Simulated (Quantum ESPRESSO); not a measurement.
# Ag (Fm-3m) in Quantum ESPRESSO: a series of runs

One crystal, Ag, is run at these levels: vdW-DF2; tasks: single point, equation of state.

Everything below comes from runs of Quantum ESPRESSO 7.5. Logs are shortened: lines on timing, memory, paths and dates and some standing lists are left out, and cuts for length are marked.

### Step 1. The structure

Symmetry: Fm-3m, No. 225, cubic system. The conventional cell has a = 4.085 Å, b = 4.085 Å, c = 4.085 Å, α = 90.00°, β = 90.00°, γ = 90.00°. Around Ag (site symmetry m-3m) lie 12 Ag at 2.89 Å.

### Step 2. Single point, vdW-DF2, 16.03 Å³/atom

pw.in

```
&CONTROL
  calculation = 'scf'
  prefix = 'pwscf'
  outdir = './tmp'
  pseudo_dir = './pseudo'
  tprnfor = .true.
  tstress = .true.
  disk_io = 'nowf'
/
&SYSTEM
  ibrav = 0
  nat = 1
  ntyp = 1
  ecutwfc = 82
  nbnd = 16
  input_dft = 'vdw-df2'
  occupations = 'smearing'
  smearing = 'fd'
  degauss = 0.00367493
/
&ELECTRONS
  conv_thr = 2d-10
  electron_maxstep = 120
  mixing_beta = 0.5
/
ATOMIC_SPECIES
Ag   107.8682 Ag.upf
CELL_PARAMETERS angstrom
   0.0000000000    2.0010495236    2.0010495236
   2.0010495236    0.0000000000    2.0010495236
   2.0010495236    2.0010495236    0.0000000000
ATOMIC_POSITIONS crystal
Ag     0.0000000000    0.0000000000    0.0000000000
K_POINTS automatic
11 11 11 0 0 0
```

Potentials or basis: PseudoDojo 0.4.1 SR PBE standard.

Run with:

```
OMP_NUM_THREADS=1 pw.x -in pw.in > pw.out
```

pw.out:

```text
This program is part of the open-source Quantum ESPRESSO suite
     for quantum simulation of materials; please cite
         "P. Giannozzi et al., J. Phys.:Condens. Matter 21 395502 (2009);
         "P. Giannozzi et al., J. Phys.:Condens. Matter 29 465901 (2017);
         "P. Giannozzi et al., J. Chem. Phys. 152 154105 (2020);
     in publications or presentations arising from this work. More details at

     IMPORTANT: XC functional enforced from input :
     Exchange-correlation= VDW-DF2
                           (   1   4  13   0   2   0   0)
     Any further DFT definition will be discarded
     Please, verify this is what you really want

     Message from routine setup:
     using ibrav=0 with symmetry is DISCOURAGED, use correct ibrav instead

     G-vector sticks info
     --------------------
     sticks:   dense  smooth     PW     G-vecs:    dense   smooth      PW
     Sum         649     649    199                10969    10969    1917

     Using Slab Decomposition

     bravais-lattice index     =            0
     lattice parameter (alat)  =       5.3478  a.u.
     unit-cell volume          =     108.1434 (a.u.)^3
     number of atoms/cell      =            1
     number of atomic types    =            1
     number of electrons       =        19.00
     number of Kohn-Sham states=           16
     kinetic-energy cutoff     =      82.0000  Ry
     charge density cutoff     =     328.0000  Ry
     scf convergence threshold =      2.0E-10
     mixing beta               =       0.5000
     number of iterations used =            8  plain     mixing
     Exchange-correlation= VDW-DF2
                           (   1   4  13   0   2   0   0)

     celldm(1)=   5.347757  celldm(2)=   0.000000  celldm(3)=   0.000000
     celldm(4)=   0.000000  celldm(5)=   0.000000  celldm(6)=   0.000000

     crystal axes: (cart. coord. in units of alat)
               a(1) = (   0.000000   0.707107   0.707107 )
               a(2) = (   0.707107   0.000000   0.707107 )
               a(3) = (   0.707107   0.707107   0.000000 )

     reciprocal axes: (cart. coord. in units 2 pi/alat)
               b(1) = ( -0.707107  0.707107  0.707107 )
               b(2) = (  0.707107 -0.707107  0.707107 )
               b(3) = (  0.707107  0.707107 -0.707107 )

     PseudoPot. # 1 for Ag read from file:
     Ag.upf
     Pseudo is Norm-conserving + core correction, Zval = 19.0
     Generated using ONCVPSP code by D. R. Hamann
     Using radial grid of 1538 points,  6 beta functions with:
                l(1) =   0
                l(2) =   0
                l(3) =   1
                l(4) =   1
                l(5) =   2
                l(6) =   2

     atomic species   valence    mass     pseudopotential
     Ag               19.00   107.86820     Ag( 1.00)

     48 Sym. Ops., with inversion, found

   Cartesian axes

     site n.     atom                  positions (alat units)
         1        Ag     tau(   1) = (   0.0000000   0.0000000   0.0000000  )

     number of k points=    56  Fermi-Dirac smearing, width (Ry)=  0.0037
                       cart. coord. in units 2pi/alat
        k(    1) = (   0.0000000   0.0000000   0.0000000), wk =   0.0015026
        k(    2) = (   0.0642824   0.0642824  -0.0642824), wk =   0.0120210
        k(    3) = (   0.1285649   0.1285649  -0.1285649), wk =   0.0120210
        k(    4) = (   0.1928473   0.1928473  -0.1928473), wk =   0.0120210
        k(    5) = (   0.2571297   0.2571297  -0.2571297), wk =   0.0120210
        k(    6) = (   0.3214122   0.3214122  -0.3214122), wk =   0.0120210
[... 48 lines left out ...]
        k(   55) = (  -0.0642824  -0.4499770   0.7071068), wk =   0.0360631
        k(   56) = (   0.0000000  -0.3856946   0.6428243), wk =   0.0360631

     Dense  grid:    10969 G-vectors     FFT dimensions: (  32,  32,  32)

     Initial potential from superposition of free atoms

     starting charge      18.9995, renormalised to      19.0000

     %%%%%%%%%%%%%%%%%%%%%%%%%%%%%%%%%%%%%%%%%%%%%%%%%%%%%%%%%%%%%%%%%%%%%%%%
     %                                                                      %
     % You are using vdW-DF, which was implemented by the Thonhauser group. %
     % Please cite the following two papers that made this development      %
     % possible and the two reviews that describe the various versions:     %
     %                                                                      %
     %   T. Thonhauser et al., PRL 115, 136402 (2015).                      %
     %   T. Thonhauser et al., PRB 76, 125112 (2007).                       %
     %   K. Berland et al., Rep. Prog. Phys. 78, 066501 (2015).             %
     %   D.C. Langreth et al., J. Phys.: Condens. Matter 21, 084203 (2009). %
     %                                                                      %
     % If you are calculating stress with vdW-DF, please also cite:         %
     %                                                                      %
     %   R. Sabatini et al., J. Phys.: Condens. Matter 24, 424209 (2012).   %
     %                                                                      %
     %%%%%%%%%%%%%%%%%%%%%%%%%%%%%%%%%%%%%%%%%%%%%%%%%%%%%%%%%%%%%%%%%%%%%%%%

     %%%%%%%%%%%%%%%%%%%%%%%%%%%%%%%%%%%%%%%%%%%%%%%%%%%%%%%%%%%%%%%%%%%%%%%%
     %                                                                      %
     %  vdW-DF NEWS:                                                        %
     %                                                                      %
     %  * vdW-DF3 is now available. DOI: 10.1021/acs.jctc.0c00471           %
     %    use with input_dft = 'vdW-DF3-opt1' or 'vdW-DF3-opt2'             %
     %                                                                      %
     %  * Unscreened and range-separated hybrid vdW-DF-cx functionals       %
     %    DOI: 10.1063/1.4986522 and 10.1088/1361-648X/ac2ad2               %
     %    use with input_dft = 'vdW-DF-cx0'    and 'vdW-DF-ahcx'            %
     %  * Unscreened and range-separated hybrid vdW-DF2-b86r functionals    %
     %    DOI: 10.1063/1.4986522 and DOI: 10.1103/PhysRevX.12.041003        %
     %    use with input_dft = 'vdW-DF2-br0' and 'vdW-DF2-ahbr'             %
     %                                                                      %
     %%%%%%%%%%%%%%%%%%%%%%%%%%%%%%%%%%%%%%%%%%%%%%%%%%%%%%%%%%%%%%%%%%%%%%%%

     Starting wfcs are   10 randomized atomic wfcs +    6 random wfcs

     Self-consistent Calculation

     iteration #  1     ecut=    82.00 Ry     beta= 0.50
     Davidson diagonalization with overlap
     ethr =  1.00E-02,  avg # of iterations =  5.9

     Threshold (ethr) on eigenvalues was too large:
     Diagonalizing with lowered threshold

     Davidson diagonalization with overlap
     ethr =  2.20E-04,  avg # of iterations =  1.5

     total energy              =    -310.77524430 Ry
     estimated scf accuracy    <       0.04139825 Ry

     iteration #  2     ecut=    82.00 Ry     beta= 0.50
     Davidson diagonalization with overlap
     ethr =  2.18E-04,  avg # of iterations =  2.0
[... 36 lines left out ...]
     total energy              =    -310.78773269 Ry
     estimated scf accuracy    <          2.3E-09 Ry

     iteration #  8     ecut=    82.00 Ry     beta= 0.50
     Davidson diagonalization with overlap
     ethr =  1.20E-11,  avg # of iterations =  2.0

     End of self-consistent calculation

          k = 0.0000 0.0000 0.0000 (  1363 PWs)   bands (ev):

   -73.1692 -36.5570 -36.5570 -36.5570  10.9774  13.9082  13.9082  13.9082
    15.0376  15.0376  35.8103  39.4204  39.4204  39.4204  44.8905  45.7024

          k = 0.0643 0.0643-0.0643 (  1375 PWs)   bands (ev):

   -73.1673 -36.5737 -36.5595 -36.5595  11.2464  13.8504  13.9834  13.9834
    15.0109  15.0109  35.8043  37.6458  39.5462  39.5462  44.2336  45.3429

          k = 0.1286 0.1286-0.1286 (  1363 PWs)   bands (ev):
[... 96 lines left out ...]
   -73.1440 -36.7352 -36.6328 -36.5933  12.8340  13.6392  14.3521  14.6488
    15.5563  19.6245  24.9408  31.6749  36.4586  36.7148  44.0003  44.8699

          k =-0.0643-0.3214 0.3214 (  1349 PWs)   bands (ev):

   -73.1480 -36.7064 -36.6259 -36.5831  13.0444  13.7250  14.2496  14.4345
    15.0675  17.7167  28.2558  31.5513  37.2365  38.7979  42.1696  44.8248

          k = 0.0000-0.2571 0.2571 (  1354 PWs)   bands (ev):

   -73.1536 -36.6713 -36.6071 -36.5732  13.0479  13.4853  14.1606  14.5847
    14.6074  16.3332  31.6263  32.1204  38.5612  40.3457  41.1296  44.6814

          k = 0.3857 0.0000-0.0000 (  1351 PWs)   bands (ev):

   -73.1513 -36.6715 -36.6027 -36.6027  12.7774  12.9340  15.0316  15.0316
    15.4315  15.5108  33.7550  33.7550  34.7476  36.7811  37.8602  47.9593

          k = 0.4500 0.0643-0.0643 (  1350 PWs)   bands (ev):
[... 36 lines left out ...]
   -73.1387 -36.7355 -36.6591 -36.6267  12.4557  12.7631  15.1651  15.4516
    16.0164  21.8158  26.4673  27.5486  31.5422  37.0119  41.7069  48.1315

          k =-0.0000-0.5143 0.5143 (  1350 PWs)   bands (ev):

   -73.1388 -36.7155 -36.6858 -36.6182  12.6766  13.2193  14.5729  15.2014
    15.7948  24.0441  24.1087  26.7754  32.7998  36.8072  45.1487  47.1734

          k = 0.6428-0.0000 0.0000 (  1350 PWs)   bands (ev):

   -73.1386 -36.7511 -36.6353 -36.6353  12.1904  12.3182  15.8701  16.1055
    16.1055  20.2457  27.0035  30.3404  30.3404  37.2819  37.3350  49.7582

          k =-0.0000-0.6428 0.6428 (  1344 PWs)   bands (ev):

   -73.1379 -36.7503 -36.6440 -36.6346  12.2389  12.3903  15.7886  15.8685
    16.1249  21.3112  26.2941  29.0033  30.4932  37.2457  38.7405  49.2005

          k = 0.2571 0.1286 0.0000 (  1352 PWs)   bands (ev):

   -73.1583 -36.6368 -36.5876 -36.5729  12.5061  13.4460  14.2105  14.4430
    14.8357  15.4730  33.9290  34.2322  38.4886  38.6738  42.3345  44.0233

          k = 0.3214 0.1928-0.0643 (  1356 PWs)   bands (ev):

   -73.1524 -36.6803 -36.6036 -36.5808  12.9005  13.6414  14.0001  14.5303
    15.1575  16.3276  30.4219  33.5503  37.0237  39.2720  42.3306  43.9549

          k = 0.3857 0.2571-0.1286 (  1356 PWs)   bands (ev):
[... 26 lines left out ...]
   -73.1412 -36.7314 -36.6535 -36.6081  12.9971  13.4147  14.2822  14.6804
    15.8090  21.9236  23.5980  30.5462  32.8496  38.2659  43.7451  47.6706

          k =-0.0643-0.3214 0.4500 (  1351 PWs)   bands (ev):

   -73.1432 -36.7191 -36.6514 -36.5998  13.1939  13.4904  13.9858  14.7797
    15.4956  19.7321  26.5055  29.9496  34.1013  39.0055  42.7126  46.9721

          k = 0.0000-0.2571 0.3857 (  1358 PWs)   bands (ev):

   -73.1474 -36.7007 -36.6325 -36.5891  13.3514  13.4941  13.7463  14.9358
    15.0420  17.8039  29.8087  30.0825  35.5710  40.4109  41.0135  45.7776

          k = 0.5143 0.1286 0.0000 (  1348 PWs)   bands (ev):

   -73.1429 -36.7211 -36.6320 -36.6200  12.6806  12.6989  14.8966  15.6618
    15.6849  18.5293  30.1296  30.4884  31.0196  38.2978  39.1581  47.6139

          k =-0.1286-0.5143 0.6428 (  1348 PWs)   bands (ev):

   -73.1400 -36.7283 -36.6525 -36.6250  12.6684  12.9064  14.6578  15.3973
    15.9625  20.7487  27.1955  29.1681  30.5683  38.4409  41.7792  46.6319

          k =-0.0643-0.4500 0.5785 (  1351 PWs)   bands (ev):

   -73.1390 -36.7180 -36.6777 -36.6218  12.8122  13.2574  14.3142  15.1122
    15.9223  23.3795  24.3798  27.8575  31.3295  38.4397  44.7834  45.8799

          k = 0.0000-0.3857 0.5143 (  1348 PWs)   bands (ev):

   -73.1402 -36.7053 -36.6870 -36.6119  13.0863  13.6124  13.8492  14.9515
    15.6670  21.8790  26.0953  27.3254  32.6186  38.7008  43.9837  48.4373

          k =-0.0643-0.5785 0.7071 (  1357 PWs)   bands (ev):

   -73.1385 -36.7428 -36.6446 -36.6352  12.3842  12.4984  15.4225  15.7362
    16.1049  21.1063  27.0506  29.3742  29.4826  38.2982  39.0795  48.3885

          k =-0.0000-0.5143 0.6428 (  1348 PWs)   bands (ev):
[... 11 lines left out ...]
   -73.1395 -36.7149 -36.6747 -36.6222  13.1245  13.3639  13.8689  15.0275
    15.9085  22.4399  25.2543  28.8136  30.2281  40.5152  42.7644  46.8414

          k =-0.0643-0.4500 0.7071 (  1365 PWs)   bands (ev):

   -73.1384 -36.7206 -36.6697 -36.6346  12.8266  13.0309  14.3465  15.2608
    16.1030  22.8668  27.1026  27.3084  28.5001  40.6247  42.4350  45.4045

          k = 0.0000-0.3857 0.6428 (  1358 PWs)   bands (ev):

   -73.1382 -36.7025 -36.6912 -36.6335  12.9671  13.4243  13.8829  15.0638
    16.1002  24.7722  24.9887  26.8259  28.8843  41.2196  43.6437  45.3056

     the Fermi energy is    19.4354 ev

!    total energy              =    -310.78773269 Ry
     estimated scf accuracy    <          6.1E-12 Ry
     smearing contrib. (-TS)   =      -0.00020965 Ry
     internal energy E=F+TS    =    -310.78752304 Ry

     The total energy is F=E-TS. E is the sum of the following terms:
     one-electron contribution =    -113.41296218 Ry
     hartree contribution      =      68.64472836 Ry
     xc contribution           =     -47.16917503 Ry
     ewald contribution        =    -218.85011418 Ry

     convergence has been achieved in   8 iterations

     Forces acting on atoms (cartesian axes, Ry/au):

     atom    1 type  1   force =     0.00000000    0.00000000    0.00000000

     Total force =     0.000000     Total SCF correction =     0.000000

     Computing stress (Cartesian axis) and pressure

          total   stress  (Ry/bohr**3)                   (kbar)     P=      266.32
   0.00181043  -0.00000000  -0.00000000          266.32       -0.00       -0.00
  -0.00000000   0.00181043   0.00000000           -0.00      266.32        0.00
   0.00000000   0.00000000   0.00181043            0.00        0.00      266.32

=------------------------------------------------------------------------------=
   JOB DONE.
=------------------------------------------------------------------------------=
```

It took 64 s on 1 thread of Arm Neoverse V2, shared host; peak memory 0.07 GiB.

Results:

| Property | Result |
| --- | --- |
| Free energy | -4228.4825 eV |
| Pressure | 26.6 GPa |
| Band gap on the k mesh | none (metal or under the smearing width) |

Caveat: the potentials were made for another functional, which shifts forces and pressure.

### Step 3. Single point, vdW-DF2, 16.37 Å³/atom

pw.in: that of step 2 with these lines changed.

```diff
@@ -28,5 +28,5 @@
 CELL_PARAMETERS angstrom
-   0.0000000000    2.0010495236    2.0010495236
-   2.0010495236    0.0000000000    2.0010495236
-   2.0010495236    2.0010495236    0.0000000000
+   0.0000000000    2.0151418859    2.0151418859
+   2.0151418859    0.0000000000    2.0151418859
+   2.0151418859    2.0151418859    0.0000000000
 ATOMIC_POSITIONS crystal
```

Potentials or basis: PseudoDojo 0.4.1 SR PBE standard.

Run with:

```
OMP_NUM_THREADS=1 pw.x -in pw.in > pw.out
```

Run time: 64 s. Hardware: 1 thread of Arm Neoverse V2, shared host; peak memory 0.07 GiB.

The run converged. Its results:

- Free energy: -4228.5352 eV
- Pressure: 22.8 GPa
- Band gap on the k mesh: none (metal or under the smearing width)

Caveat: the potentials were made for another functional, which shifts forces and pressure.

### Step 4. Single point, vdW-DF2, 16.71 Å³/atom

pw.in: that of step 3 with these lines changed.

```diff
@@ -28,5 +28,5 @@
 CELL_PARAMETERS angstrom
-   0.0000000000    2.0151418859    2.0151418859
-   2.0151418859    0.0000000000    2.0151418859
-   2.0151418859    2.0151418859    0.0000000000
+   0.0000000000    2.0290398554    2.0290398554
+   2.0290398554    0.0000000000    2.0290398554
+   2.0290398554    2.0290398554    0.0000000000
 ATOMIC_POSITIONS crystal
```

Run with:

```
OMP_NUM_THREADS=1 pw.x -in pw.in > pw.out
```

Run time: 64 s. Hardware: 1 thread of Arm Neoverse V2, shared host; peak memory 0.07 GiB.

It converged, with:

| Quantity | Value |
| --- | --- |
| Free energy | -4228.5802 eV |
| Pressure | 19.3 GPa |
| Band gap on the k mesh | none (metal or under the smearing width) |

Caveat: the potentials were made for another functional, which shifts forces and pressure.

### Step 5. Single point, vdW-DF2, 17.05 Å³/atom

pw.in: that of step 4 with these lines changed.

```diff
@@ -28,5 +28,5 @@
 CELL_PARAMETERS angstrom
-   0.0000000000    2.0290398554    2.0290398554
-   2.0290398554    0.0000000000    2.0290398554
-   2.0290398554    2.0290398554    0.0000000000
+   0.0000000000    2.0427500000    2.0427500000
+   2.0427500000    0.0000000000    2.0427500000
+   2.0427500000    2.0427500000    0.0000000000
 ATOMIC_POSITIONS crystal
```

Run with:

```
OMP_NUM_THREADS=1 pw.x -in pw.in > pw.out
```

Wall time 64 s (1 thread of Arm Neoverse V2, shared host); peak memory 0.07 GiB.

It converged, with:

```yaml
Free_energy: -4228.6183 eV
Pressure: 16.3 GPa
Band_gap_on_the_k_mesh: none (metal or under the smearing width)
```

Caveat: the potentials were made for another functional, which shifts forces and pressure.

### Step 6. Single point, vdW-DF2, 17.39 Å³/atom

pw.in: that of step 5 with these lines changed.

```diff
@@ -28,5 +28,5 @@
 CELL_PARAMETERS angstrom
-   0.0000000000    2.0427500000    2.0427500000
-   2.0427500000    0.0000000000    2.0427500000
-   2.0427500000    2.0427500000    0.0000000000
+   0.0000000000    2.0562785400    2.0562785400
+   2.0562785400    0.0000000000    2.0562785400
+   2.0562785400    2.0562785400    0.0000000000
 ATOMIC_POSITIONS crystal
```

Potentials or basis: PseudoDojo 0.4.1 SR PBE standard.

Run with:

```
OMP_NUM_THREADS=1 pw.x -in pw.in > pw.out
```

Wall time 64 s (1 thread of Arm Neoverse V2, shared host); peak memory 0.07 GiB.

The run converged. Its results:

```
Free energy            : -4228.6504 eV
Pressure               : 13.6 GPa
Band gap on the k mesh : none (metal or under the smearing width)
```

Caveat: the potentials were made for another functional, which shifts forces and pressure.

### Step 7. Single point, vdW-DF2, 17.73 Å³/atom

pw.in: that of step 6 with these lines changed.

```diff
@@ -28,5 +28,5 @@
 CELL_PARAMETERS angstrom
-   0.0000000000    2.0562785400    2.0562785400
-   2.0562785400    0.0000000000    2.0562785400
-   2.0562785400    2.0562785400    0.0000000000
+   0.0000000000    2.0696313722    2.0696313722
+   2.0696313722    0.0000000000    2.0696313722
+   2.0696313722    2.0696313722    0.0000000000
 ATOMIC_POSITIONS crystal
```

Run with:

```
OMP_NUM_THREADS=1 pw.x -in pw.in > pw.out
```

It took 64 s on 1 thread of Arm Neoverse V2, shared host; peak memory 0.08 GiB.

It converged, with:

| Property | Result |
| --- | --- |
| Free energy | -4228.6769 eV |
| Pressure | 11.2 GPa |
| Band gap on the k mesh | none (metal or under the smearing width) |

Caveat: the potentials were made for another functional, which shifts forces and pressure.

### Step 8. Single point, vdW-DF2, 18.07 Å³/atom

pw.in: that of step 7 with these lines changed.

```diff
@@ -28,5 +28,5 @@
 CELL_PARAMETERS angstrom
-   0.0000000000    2.0696313722    2.0696313722
-   2.0696313722    0.0000000000    2.0696313722
-   2.0696313722    2.0696313722    0.0000000000
+   0.0000000000    2.0828140930    2.0828140930
+   2.0828140930    0.0000000000    2.0828140930
+   2.0828140930    2.0828140930    0.0000000000
 ATOMIC_POSITIONS crystal
```

Run with:

```
OMP_NUM_THREADS=1 pw.x -in pw.in > pw.out
```

Run time: 72 s. Hardware: 1 thread of Arm Neoverse V2, shared host; peak memory 0.08 GiB.

The run converged. Its results:

```
Free energy            : -4228.6987 eV
Pressure               : 9.0 GPa
Band gap on the k mesh : none (metal or under the smearing width)
```

Caveat: the potentials were made for another functional, which shifts forces and pressure.

### Step 9. Equation of state, vdW-DF2

Potentials or basis: PseudoDojo 0.4.1 SR PBE standard.

This step only gathers the single runs of the series.

Results:

```
Equilibrium volume : outside the volumes run
```

Energy against volume, from the lowest point:
```csv
volume (Å³/atom),energy (meV/atom)
16.025,216.18
16.366,163.46
16.707,118.48
17.048,80.37
17.389,48.35
17.730,21.79
18.071,0.00
```

Caveat: the potentials were made for another functional, which shifts forces and pressure.
